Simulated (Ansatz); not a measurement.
# BaTiO3 (P1) in Ansatz: a series of runs

One crystal, BaTiO3, is run at these levels: r2SCAN+rVV10, PBE; tasks: relaxation of cell and atoms, single point.

All numbers are computed with Ansatz 0.2.0; they aren't measurements. Logs are shortened: lines on timing, memory, paths and dates and some standing lists are left out, and cuts for length are marked.

## 1. The structure

The typed cell holds 10 atoms: a = 6.106 Å, b = 5.370 Å, c = 6.060 Å, α = 78.35°, β = 124.86°, γ = 127.36°.

## 2. Relaxation of cell and atoms, r2SCAN+rVV10

Contents of input.yaml:

```yaml
crystal:
  lattice:
    - [4.53387605, -2.93796388, -2.84448813]
    - [-4.17915424, -2.17324007, 2.57872365]
    - [-4.67623927, 2.67137974, -2.77803116]
  atoms:
    - { symbol: Ba, position: [0.99294384, 0.49864198, 0.49912084] }
    - { symbol: Ba, position: [0.99811969, 0.99663923, 0.000137] }
    - { symbol: Ti, position: [0.49526869, 0.25090263, 0.73929018] }
    - { symbol: Ti, position: [0.49332958, 0.75157672, 0.24081355] }
    - { symbol: O, position: [0.5108239, 0.50216355, 0.01062875] }
    - { symbol: O, position: [0.51040972, 0.0023124, 0.5087025] }
    - { symbol: O, position: [0.49548448, 0.49573515, 0.49912776] }
    - { symbol: O, position: [0.49557131, 0.99266336, 0.99920158] }
    - { symbol: O, position: [0.01119185, 0.00686691, 0.50886708] }
    - { symbol: O, position: [0.00441694, 0.50249807, 0.00167076] }
hamiltonian:
  xc: r2scan
  pseudopotentials: { kind: paw }
  dispersion: rvv10
kpoints:
  mp_grid: { grid: [7, 7, 6] }
scf:
  occupations: { method: fermi_dirac, width: 0.05 }
output:
  forces: true
  stress: true
  eigenvalues: true
relax:
  f_tol: 0.01
  max_steps: 40
  cell: { stress_tol: 0.05 }
```

Potentials or basis: Ansatz PAW.

Started as:

```bash
$ ansatz run input.yaml --threads 4 --pin off --max-ram 11264MiB --backend cpu --events-out ev --progress --plain --runs-dir out
```

The log of the run:

```text
Warning: RAYON_NUM_THREADS=4 ignored (pool sized by the plan → 4); use --threads N
Engine: ansatz 0.2.0, x86_64-unknown-linux-gnu
Pseudopotentials: kind: paw
Pseudopotential: Ba, paw, valence charge 10, recommended cutoff 500 eV (meta_gga), Ba.paw.azcp
Pseudopotential: Ti, paw, valence charge 12, recommended cutoff 500 eV (meta_gga), Ti.paw.azcp
Pseudopotential: O, paw, valence charge 6, recommended cutoff 500 eV (meta_gga), O.paw.azcp
Functional definition: r2SCAN+rVV10
  parameter k0 = 0.174
  parameter k1 = 0.065
  parameter a1 = 4.9479
  exchange = r2scan_x(k0 = k0, k1 = k1, a1 = a1)
  correlation = r2scan_c + rvv10(11.95, 0.0093)
Crystal: 10 atoms, lattice volume = 126.341 Å³
Basis set: ecut = 500 eV, 3229 PW (Γ), exchange–correlation on 200×180×200 points (64 copies of the dense FFT grid, shifted against one another)
Bands: 50, of which v1, the nominal top of the filled ones, is band 40 counted from 1 (39 counted from 0)
Symmetry: 1 space group operations
Space group: P1 (ITA 1), of the structure as read, at distance tolerance 5.0e-5 Å
k-points: 148 of 294 (time reversal used)
Non-local potential: Ba, projectors of the file, l = 0: 3, l = 1: 2, l = 2: 2, l = 3: 2
Non-local potential: Ti, projectors of the file, l = 0: 3, l = 1: 2, l = 2: 3, l = 3: 1
Non-local potential: O, projectors of the file, l = 0: 2, l = 1: 2, l = 2: 1
PAW form: soft (Blöchl's): semilocal exchange-correlation on the pseudo side does not see the compensation charge
rVV10 density: all electrons in the spheres
PAW frozen core: Ba, regenerated for the run's functional (the file was generated under x = pbe(κ = 0.804, μ = 0.2195149727645171), c = pbe(β = 0.06672455060314922))
PAW frozen core: Ti, regenerated for the run's functional (the file was generated under x = pbe(κ = 0.804, μ = 0.2195149727645171), c = pbe(β = 0.06672455060314922))
PAW frozen core: O, regenerated for the run's functional (the file was generated under x = pbe(κ = 0.804, μ = 0.2195149727645171), c = pbe(β = 0.06672455060314922))
PAW one-centre angular grid: Ba, 302 points (default); XC on 160 Gauss nodes
PAW one-centre angular grid: Ti, 590 points (default); XC on 160 Gauss nodes
PAW one-centre angular grid: O, 302 points (default); XC on 160 Gauss nodes
Initial density: superposition of atomic densities (neutral atoms: chi_scale 0, normalization atom), corrected by the library's trained network
Initial wavefunctions: pseudopotential atomic-orbital guess
Functional: x = r2scan, c = r2scan + rvv10(b = 11.95, C = 0.0093); τ floored in thin density (d = 2e-4 eV/Å³)
SCF iter   1: F=—  HF=-20357.005867 eV  |F-HF|=—  |Δ(HF+E_count)|=         —  Δρ=2.26e-2  dr2=8.28e-1  dr2_τ=5.42e-1  ethr=1.77e-3  ⟨swp⟩=7.4  Hψ=33411  notcnv=0  defer=31
preconditioner: auto → Resta (q_TF=auto, 2.528 Å⁻¹)  ε∞=5.2  [insulator: Δε(μ)=1.854 eV  Ē_g=12.945 eV  σ=0.050 eV  W_gap=1.00  n_scr=32 (ndim 8)  ℏωp=26.4 eV  f_vac=0.000  D(μ)=0.00/eV (n_scr^D=0)  ε∞_Penn≈5.2]
SCF iter   2: F=—  HF=-20357.217733 eV  |F-HF|=—  |Δ(HF+E_count)|=   2.12e-1  Δρ=1.14e-2  dr2=9.19e-2  dr2_τ=4.21e-2  ethr=1.03e-3  ⟨swp⟩=3.0  Hψ=16188  notcnv=0  defer=432
SCF iter   3: F=—  HF=-20357.205427 eV  |F-HF|=—  |Δ(HF+E_count)|=   1.23e-2  Δρ=3.63e-3  dr2=1.15e-2  dr2_τ=8.83e-4  ethr=1.15e-4  ⟨swp⟩=2.0  Hψ=12417  notcnv=0  defer=432
SCF iter   4: F=—  HF=-20357.204119 eV  |F-HF|=—  |Δ(HF+E_count)|=   1.31e-3  Δρ=1.45e-3  dr2=1.66e-3  dr2_τ=3.21e-4  ethr=1.44e-5  ⟨swp⟩=2.0  Hψ=11521  notcnv=0  defer=432
SCF iter   5: F=—  HF=-20357.203953 eV  |F-HF|=—  |Δ(HF+E_count)|=   1.65e-4  Δρ=3.24e-4  dr2=9.54e-5  dr2_τ=1.55e-5  ethr=2.07e-6  ⟨swp⟩=2.0  Hψ=10710  notcnv=0  defer=432
SCF iter   6: F=—  HF=-20357.204047 eV  |F-HF|=—  |Δ(HF+E_count)|=   9.42e-5  Δρ=1.24e-4  dr2=1.81e-5  dr2_τ=2.89e-6  ethr=1.19e-7  ⟨swp⟩=2.0  Hψ=11840  notcnv=0  defer=432
SCF iter   7: F=—  HF=-20357.204048 eV  |F-HF|=—  |Δ(HF+E_count)|=   1.19e-6  Δρ=3.91e-5  dr2=1.94e-6  dr2_τ=1.26e-7  ethr=2.26e-8  ⟨swp⟩=2.0  Hψ=9668  notcnv=0  defer=432
SCF iter   8: F=—  HF=-20357.204049 eV  |F-HF|=—  |Δ(HF+E_count)|=   2.81e-7  Δρ=2.25e-5  dr2=7.92e-7  dr2_τ=7.42e-8  ethr=2.43e-9  ⟨swp⟩=2.0  Hψ=11802  notcnv=0  defer=432
SCF iter   9: F=-20357.204049 eV  HF=-20357.204049 eV  |F-HF|=3.46e-8  |Δ(HF+E_count)|=   9.02e-8  Δρ=6.15e-6  dr2=5.29e-8  dr2_τ=4.00e-9  ethr=1.25e-10  ⟨swp⟩=10.7  Hψ=36048  notcnv=0
SCF 1 converged in 9 iterations: F = -20357.204049 eV  dr2 = 5.29e-8
relax step   1: F+E_penalty+E_count = -20357.20404865 eV  Δ(F+E_penalty+E_count) = +0.000e0 eV  max|allowed force component| = 9.120e-1 eV/Å  Δτ_max = 0.0000 Å  P = +10.075 GPa  Ω = 126.341 Å³  (9 SCF iters, dr2 threshold 1.00e-7 eV, accepted)
Crystal: 10 atoms, lattice volume = 128.780 Å³
Basis set: ecut = 500 eV, 3257 PW (Γ), exchange–correlation on 200×180×200 points (64 copies of the dense FFT grid, shifted against one another)
rVV10 density: all electrons in the spheres
Initial density: handed on by an earlier stage of this run
Initial wavefunctions: those handed on with the density
[... 123 lines left out ...]
SCF iter   1: F=—  HF=-20360.520334 eV  |F-HF|=—  |Δ(HF+E_count)|=         —  Δρ=1.49e-5  dr2=3.50e-8  dr2_τ=1.07e-7  ethr=1.14e-7  ⟨swp⟩=3.0  Hψ=49325  notcnv=0
eigensolver tolerance schedule: the retry pair's looser diagonalisation over-reported the residual by 2597.72 of it (diagonalisation noise at 0.11 of the residual, at the tolerance the schedule requests for it); recorded, not acted on — ethr = c·dr2/N_el stays at c = 1.0e-1
preconditioner: auto → Resta (q_TF=auto, 2.521 Å⁻¹)  ε∞=5.2  [insulator: Δε(μ)=2.733 eV  Ē_g=12.735 eV  σ=0.050 eV  W_gap=1.00  n_scr=26 (ndim 8)  ℏωp=26.2 eV  f_vac=0.000  D(μ)=0.00/eV (n_scr^D=0)  ε∞_Penn≈5.2]
SCF iter   2: F=—  HF=-20360.520434 eV  |F-HF|=—  |Δ(HF+E_count)|=   9.96e-5  Δρ=7.81e-6  dr2=1.08e-8  dr2_τ=2.09e-8  ethr=4.37e-11  ⟨swp⟩=3.0  Hψ=14258  notcnv=0
SCF iter   3: F=—  HF=-20360.520434 eV  |F-HF|=—  |Δ(HF+E_count)|=   5.87e-8  Δρ=1.55e-6  dr2=2.82e-9  dr2_τ=3.60e-10  ethr=1.35e-11  ⟨swp⟩=2.0  Hψ=11807  notcnv=0
SCF iter   4: F=—  HF=-20360.520434 eV  |F-HF|=—  |Δ(HF+E_count)|=  4.37e-10  Δρ=4.15e-7  dr2=2.05e-10  dr2_τ=3.65e-11  ethr=3.53e-12  ⟨swp⟩=2.0  Hψ=10941  notcnv=0
SCF iter   5: F=-20360.520434 eV  HF=-20360.520434 eV  |F-HF|=7.28e-12  |Δ(HF+E_count)|=  8.00e-11  Δρ=1.86e-7  dr2=4.04e-11  dr2_τ=7.39e-12  ethr=1.00e-12  ⟨swp⟩=5.3  Hψ=28598  notcnv=0
SCF 10 converged in 5 iterations: F = -20360.520434 eV  dr2 = 4.04e-11
relax step  10: F+E_penalty+E_count = -20360.52043364 eV  Δ(F+E_penalty+E_count) = -6.381e-5 eV  max|allowed force component| = 1.663e-3 eV/Å  Δτ_max = 0.0000 Å  P = +0.011 GPa  Ω = 128.397 Å³  stress off target by 3.66e-2 GPa  SCF on the basis re-selected at this cell (its energy is not comparable with the rows above)  (5 SCF iters)
basis re-selected at this cell: Δ(F+E_penalty+E_count) = -6.381e-5 eV, ΔP = -0.001 GPa vs the last step (what re-selecting the basis moved, of the pressure what is left beyond the Pulay correction that the steps carried, after the strain that the cell walked since its last selection, with what the two solves' SCF thresholds leave and, on support functions, any second-order correction that the steps lacked; it is no measure of the basis error at this ecutwfc). This SCF's stress stands 3.66e-2 GPa from its target on what of the cell is left free (relax.cell.stress_tol is 5.00e-2 GPa) and its largest allowed force component is 1.66e-3 eV/Å (relax.f_tol is 1.00e-2 eV/Å): within both
SCF converged after 5 iterations
Free energy (F): -20360.520434 eV
Harris-Foulkes:  -20360.520434 eV  (|F-HF|=7.28e-12)
Internal energy: -20360.520434 eV  (E = F + TS)
E sigma→0 (E₀):  -20360.520434 eV
Fermi energy:    11.299069 eV
--- Per-component energies (eV) ---
  E_band       = -348.296605
  E_kinetic    = 1948.918692
  E_local      = -4225.751152  (includes V_loc(G=0)·N_el)
  E_nonlocal   = 399.240556
  E_hartree    = 1652.946052
  E_xc         = -943.749592
  E_vxc        = -1207.695133  (∫ρ·V_xc dr)
  E_paw        = -13570.371666  (= ΣΔE_a)
  E_vpaw       = -642.476294  (= ΣTr[D̂ρ^β])
  E_aug_tail   = 0.004622  (compensation charges beyond the density's cutoff)
  E_vtau       = 73.569881  (kinetic-family band-sum trace: ∫τ·v_τ [+ j·A + Jᵃ·Aᵃ] dr)
  E_ewald      = -5621.200217
  E_core_change = -0.557728  (= ΣΔE_core)
  E_smearing   = -0.000000  (= −TS)
  E_closure    = -0.000000  (closes the sum)
  Σ components = -20360.520434   (vs F -20360.520434, Δ=0.00e0)
--- Forces (eV/Å), atoms counted from 1 ---
  atom   1  Ba    -0.00055569     0.00036240    -0.00093818
  atom   2  Ba    -0.00126656    -0.00050530    -0.00166385
  atom   3  Ti     0.00011714    -0.00094674     0.00094590
  atom   4  Ti    -0.00070010    -0.00108402     0.00080602
  atom   5  O      0.00004249    -0.00003381     0.00042190
  atom   6  O     -0.00061947     0.00030721     0.00036289
  atom   7  O      0.00077619     0.00115253    -0.00026918
  atom   8  O      0.00115930     0.00105169     0.00008419
  atom   9  O      0.00052958    -0.00019657    -0.00010367
  atom  10  O      0.00053385    -0.00010228     0.00034568
  max |Σ_I F_I| component: 1.67e-5 eV/Å
--- Stress (GPa, compression-positive) ---
       -0.001562       0.008234       0.000276
        0.008234       0.022593      -0.017113
        0.000275      -0.017113       0.012673
  P = ⅓ Tr σ = 0.0112 GPa (0.112 kbar)
--- Band table (eV; the first three rows and the last of 148) ---
  k-point 0: bands = ["-48.5990", "-48.5962", "-23.8424", "-23.8410", "-23.8371", "-23.7914", "-23.7898", "-23.7857", "-15.3559", "-15.0697", "-7.8522", "-7.2308", "-7.2279", "-7.0064", "-6.9957", "-6.9904", "-0.8651", "-0.8605", "-0.8530", "-0.1419", "-0.1415", "-0.1389", "5.5071", "6.1461", "6.1484", "7.5610", "7.5650", "7.6036", "7.6545", "7.6567", "7.6603", "8.5696", "8.5720", "8.7861", "9.4470", "9.5565", "9.5566", "9.8854", "9.8934", "9.9085", "12.6412", "12.6542", "12.7838", "14.6246", "14.7297", "14.7325", "14.7626", "14.7679", "15.5841", "15.5994"]
  k-point 1: bands = ["-48.5988", "-48.5964", "-23.8390", "-23.8376", "-23.8338", "-23.7948", "-23.7934", "-23.7894", "-15.3307", "-15.0841", "-7.8493", "-7.2230", "-7.2200", "-7.1270", "-7.0201", "-7.0155", "-0.7733", "-0.7695", "-0.6255", "-0.1379", "-0.1369", "-0.0212", "5.6714", "6.2442", "6.2464", "7.3528", "7.3989", "7.5424", "7.5464", "7.5686", "7.5706", "8.3006", "8.3027", "8.8539", "9.0601", "9.4423", "9.4459", "9.7071", "9.7146", "9.8239", "12.8445", "12.8519", "12.9183", "14.5232", "14.6371", "14.6422", "15.0154", "15.0160", "15.9713", "15.9860"]
  k-point 2: bands = ["-48.5983", "-48.5969", "-23.8298", "-23.8284", "-23.8248", "-23.8043", "-23.8029", "-23.7993", "-15.2670", "-15.1262", "-7.8045", "-7.3982", "-7.1961", "-7.1927", "-7.0797", "-7.0754", "-0.5488", "-0.5452", "-0.1702", "-0.1693", "-0.1210", "0.2135", "6.0444", "6.5149", "6.5171", "6.7918", "7.0017", "7.2910", "7.2919", "7.5156", "7.5198", "7.8524", "7.8546", "8.2119", "9.0440", "9.2335", "9.2399", "9.3690", "9.3772", "9.6027", "13.2904", "13.2914", "13.3018", "14.2344", "14.2907", "14.2950", "15.7117", "15.7175", "16.9147", "16.9273"]
  k-point 147: bands = ["-48.5983", "-48.5970", "-23.8406", "-23.8307", "-23.8226", "-23.8097", "-23.8014", "-23.7848", "-15.2575", "-15.1268", "-7.8839", "-7.4583", "-7.1986", "-7.1274", "-7.0908", "-7.0631", "-0.4942", "-0.3970", "-0.1326", "-0.1057", "-0.0044", "0.1407", "5.7892", "6.3562", "6.5382", "6.6602", "7.0058", "7.0717", "7.4388", "7.5001", "7.6895", "7.7034", "7.9948", "8.4310", "8.7183", "9.1513", "9.1959", "9.3025", "9.3385", "9.6849", "12.9887", "13.4573", "13.5883", "14.0338", "14.3001", "14.4648", "15.0760", "16.2718", "16.5707", "16.9636"]
--- Relaxed structure (8 steps of the walk, 7 accepted, 2 SCFs on fresh bases) ---
  F+E_penalty+E_count = -20360.52043364 eV   max|allowed force component| = 1.663e-3 eV/Å   (the final SCF, on the basis selected at the relaxed cell)
  cell:  # Å, volume = 128.3974 Å³
    - [4.001179992703101, -2.8279895171654563, -2.8285177436227293]
    - [-3.9999047620396375, -2.8260815584303423, 2.82562857201973]
    - [-4.0119924005081655, 2.82395573876445, -2.8402852697953587]
  atoms:
    - { symbol: Ba, position: [0.9947300123458269, 0.4968148393901667, 0.4918662288474156] }
    - { symbol: Ba, position: [0.9946994897737098, 0.9967883528028543, -0.008157108398493148] }
    - { symbol: Ti, position: [0.48243825400808427, 0.24039869113086923, 0.7236764146081847] }
    - { symbol: Ti, position: [0.48243659119352156, 0.7403947515623903, 0.2236740296404128] }
    - { symbol: O, position: [0.5061396505341795, 0.506787036953365, 0.0127748273648271] }
    - { symbol: O, position: [0.5061531284118234, 0.006794026091007897, 0.5127776027743048] }
    - { symbol: O, position: [0.5063353702515664, 0.4992286293945792, 0.5126950996047825] }
    - { symbol: O, position: [0.5063357715645722, 0.9992334616251574, 1.012703229279114] }
    - { symbol: O, position: [0.014145006875401267, 0.006780125954626939, 0.5127696134520887] }
    - { symbol: O, position: [0.014146725041314867, 0.5067800850949841, 0.012780062827362687] }
```

Wall time 5.9 min (4 threads of Intel Xeon 6975P-C (Granite Rapids), shared host); peak memory 1.6 GiB.

Results:

| Item | Value |
| --- | --- |
| Free energy | -20360.5204 eV |
| Relaxed volume | 12.84 Å³/atom |
| Relaxed cell | a = 5.658 Å, b = 5.654 Å, c = 5.669 Å, α = 89.93°, β = 119.94°, γ = 120.02° |
| Space group after relaxing (to 0.05 Å) | R3m (No. 160) |
| Energy gained by relaxing | 331.6 meV/atom |
| Ionic steps | 9 |
| Pressure after relaxing | 0.0 GPa |
| Band gap on the k mesh | 2.73 eV |

Forces on the atoms (eV/Å):
```
Ba  -0.001  0.000 -0.001
Ba  -0.001 -0.001 -0.002
Ti   0.000 -0.001  0.001
Ti  -0.001 -0.001  0.001
O    0.000  0.000  0.000
O   -0.001  0.000  0.000
O    0.001  0.001  0.000
O    0.001  0.001  0.000
O    0.001  0.000  0.000
O    0.001  0.000  0.000
```

Step by step:
```
step  energy change (eV)  largest force (eV/Å)  volume (Å³)
   1              0.0000                0.9997       126.34
   2             -1.5581                0.5856       128.78
   3             -2.8196                0.3444       126.99
   4             -3.2834                0.2429       126.92
   5             -3.3041                0.0128       128.23
   6             -3.3042                0.0008       128.25
   7             -3.3156                0.0019       128.25
   8             -3.3163                0.0022       128.40
   9             -3.3164                0.0022       128.40
```

Final structure:
```cif
data_structure
_symmetry_space_group_name_H-M 'P 1'
_symmetry_Int_Tables_number 1
_cell_length_a 5.6575
_cell_length_b 5.6542
_cell_length_c 5.6690
_cell_angle_alpha 89.926
_cell_angle_beta 119.935
_cell_angle_gamma 120.021
_cell_volume 128.40
loop_
_atom_site_label
_atom_site_type_symbol
_atom_site_fract_x
_atom_site_fract_y
_atom_site_fract_z
_atom_site_occupancy
Ba1 Ba 0.99473 0.49681 0.49187 1
Ba2 Ba 0.99470 0.99679 0.99184 1
Ti1 Ti 0.48244 0.24040 0.72368 1
Ti2 Ti 0.48244 0.74039 0.22367 1
O1 O 0.50614 0.50679 0.01277 1
O2 O 0.50615 0.00679 0.51278 1
O3 O 0.50634 0.49923 0.51270 1
O4 O 0.50634 0.99923 0.01270 1
O5 O 0.01415 0.00678 0.51277 1
O6 O 0.01415 0.50678 0.01278 1
```

Levels at points of the mesh, in eV from the valence-band top:
| k point | band 37 | band 38 | band 39 | band 40 | band 41 | band 42 | band 43 | band 44 |
| --- | --- | --- | --- | --- | --- | --- | --- | --- |
| (0.00, 0.00, 0.00) | -0.35 | -0.02 | -0.02 | 0.00 | 2.73 | 2.75 | 2.88 | 4.72 |
| (0.00, 0.00, -0.50) | -0.73 | -0.73 | -0.59 | -0.59 | 3.89 | 3.89 | 3.90 | 3.90 |

Caveat: odd divisions of the mesh miss points on the zone boundary, where band edges often lie, so the gap on the mesh can be too wide; the plane-wave basis is chosen anew once the cell has moved, so the energies of steps on either side of that aren't comparable; spin-orbit coupling is left out, which moves the levels of the heavy elements; the PAW data sets come from PBE, with cores solved anew for the run's functional, which leaves a small shift of forces and pressure.

## 3. Single point, PBE

Changes to input.yaml since step 2:

```diff
@@ -17,5 +17,4 @@
 hamiltonian:
-  xc: r2scan
+  xc: pbe
   pseudopotentials: { kind: paw }
-  dispersion: rvv10
 kpoints:
@@ -24,2 +23,4 @@
   occupations: { method: fermi_dirac, width: 0.05 }
+basis:
+  ecutwfc: "350 eV"
 output:
@@ -28,5 +29 @@
   eigenvalues: true
-relax:
-  f_tol: 0.01
-  max_steps: 40
-  cell: { stress_tol: 0.05 }
```

Potentials or basis: Ansatz PAW.

Started as:

```bash
$ ansatz run input.yaml --threads 4 --pin off --max-ram 11264MiB --backend cpu --events-out ev --progress --plain --runs-dir out
```

Run time: 9.8 s. Hardware: 4 threads of Intel Xeon 6975P-C (Granite Rapids), shared host; peak memory 0.83 GiB.

The run converged. Its results:

| Item | Value |
| --- | --- |
| Free energy | -20315.4329 eV |
| Pressure | 14.5 GPa |
| Largest force | 1.002 eV/Å |
| Band gap on the k mesh | 1.01 eV |

Forces in eV/Å, atoms in the order of the input:
```
Ba   0.122 -0.222 -0.113
Ba  -0.025 -0.195  0.102
Ti   0.103  0.705 -0.491
Ti   0.191  0.555 -0.436
O   -0.236  0.149  0.120
O   -0.160  0.221  0.182
O    0.032 -0.754  0.314
O   -0.029 -0.906  0.426
O    0.028  0.293  0.055
O   -0.027  0.154 -0.160
```

Stress tensor (GPa, compression positive):
```
 -5.15  12.83  -4.53
 12.83  36.26 -14.83
 -4.53 -14.83  12.44
```

Levels at points of the mesh, in eV from the valence-band top:
```csv
k point,band 38,band 39,band 40,band 41,band 42,band 43
"(0.00, 0.00, 0.00)",-0.18,-0.09,0.00,1.01,1.44,1.63
"(0.00, 0.00, -0.50)",-0.60,-0.31,-0.22,2.41,2.46,2.94
```

Caveat: odd divisions of the mesh miss points on the zone boundary, where band edges often lie, so the gap on the mesh can be too wide; the pressure holds a Pulay correction of +6.0 GPa for the finite cutoff; spin-orbit coupling is left out, which moves the levels of the heavy elements; forces of over 1 eV/Å show positions far from the minimum, so gaps and moduli don't describe the material at rest; the cutoff lies under the one recommended for these potentials.
